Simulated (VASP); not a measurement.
The system is KF (Carobbiite).

```xyz
2
Lattice="0.0000 2.6590 2.6590 2.6590 0.0000 2.6590 2.6590 2.6590 0.0000" Properties=species:S:1:pos:R:3 pbc="T T T"
K     0.0000    0.0000    0.0000
F     2.6590    2.6590    2.6590
```

Base run:

```yaml
Program: VASP 6.6.1
Functional: PBE
Potentials_or_basis: VASP PAW PBE potentials, release 64 (K_sv, F)
Cutoff: 520 eV
k_mesh: 6 × 6 × 6
Occupations: gaussian, width 0.01 eV
Spin: no spin polarisation
```

Its results: band gap on the k mesh 6.24 eV, direct; pressure 2.0 GPa.

Question: The run is repeated on the same cell with these changes: functional from PBE to HSE06; k mesh from 6 × 6 × 6 to 4 × 4 × 4. What comes out?

Answer: Band gap on the k mesh 8.24 eV, direct; pressure 1.1 GPa.

Several settings changed at once, so the effect can't be laid on one alone.

Caveats: some runs use coarse meshes; the PAW data sets were made with another functional, which shifts forces and pressure a little (some runs).

